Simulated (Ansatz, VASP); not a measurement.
One calculation of Mo, two programs

```
Mo
1.0
     0.00000    2.79587    2.79587
     2.79587    0.00000    2.79587
     2.79587    2.79587    0.00000
Mo
2
Direct
  0.00000 0.00000 0.00000
  0.25000 0.25000 0.25000
```

Change from the starting cell: volume scaled by 0.95.

Alike in both runs: task single point; functional PBE; k mesh 11 × 11 × 11; occupations fermi-dirac, width 0.05 eV; no spin polarisation.

```csv
,VASP,Ansatz
version,VASP 6.6.1,Ansatz 0.2.0
potentials or method,"VASP PAW PBE potentials, release 64 (Mo_sv), cutoff 520 eV","all-electron LAPW, scalar-relativistic"
```

|  | VASP | Ansatz | Ansatz less VASP |
| --- | --- | --- | --- |
| pressure (GPa) | 6.5 | 6.0 | -0.52 |

Ansatz ran all-electron here, so the differences hold the error of VASP's frozen core and of both bases.
